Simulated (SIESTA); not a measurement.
CuO (Tenorite) under changes of volume

One of the cells (10.135 Å³/atom); the others are scaled copies at fixed shape and fractional positions:

```
CELL_PARAMETERS angstrom
2.34185 -1.71130 0.00000
2.34185 1.71130 0.00000
-0.85003 0.00000 5.05787
ATOMIC_POSITIONS crystal
Cu 0.50000 0.00000 0.50000
Cu 0.00000 0.50000 0.00000
O 0.41840 0.58160 0.75000
O 0.58160 0.41840 0.25000
```

- Program: SIESTA 5.4.2
- Functional: LDA
- Potentials or basis: PseudoDojo 0.4 standard (LDA files)
- Basis: DZP (energy shift 0.002 Ry)
- Grid cutoff: 800 Ry
- Energy shift: 0.002 Ry
- k mesh: 10 × 10 × 5
- Occupations: fermi-dirac, width 0.05 eV
- Spin: no spin polarisation

```csv
volume (Å³/atom),energy over the lowest point (meV/atom),pressure (GPa),largest force (eV/Å)
9.527,2.10,4.0,0.061
9.730,0.00,-0.5,0.142
9.932,3.31,-4.5,0.215
10.135,?,?,?
10.338,23.63,-11.2,0.339
10.540,39.68,-14.0,0.395
10.743,59.02,-16.5,0.446
```

Task: What does the run at 10.135 Å³/atom give?

Result: Energy over the lowest point 11.36 meV/atom; pressure -8.1 GPa; largest force 0.279 eV/Å.

Worked out: A Birch-Murnaghan fit of order 3 (a polynomial in V^(-2/3)) to the other rows has its minimum at 9.70 Å³/atom with B0 = V·E''(V) = 207 GPa and B' = 4.8 at fixed shape and positions, which overstates the stiffness. It gives 11.36 meV/atom at 10.135 Å³/atom, against the run's 11.36, and -dE/dV = -8.1 GPa, against -8.1.

Energies are extrapolated to zero smearing.

Caveats: semicore shells carry a single zeta, which can move pressures by several GPa and volumes by a few percent; the basis of atomic orbitals isn't converged, which shifts pressures, moduli and gaps; the run has no spin polarisation, though such a crystal can be magnetic.
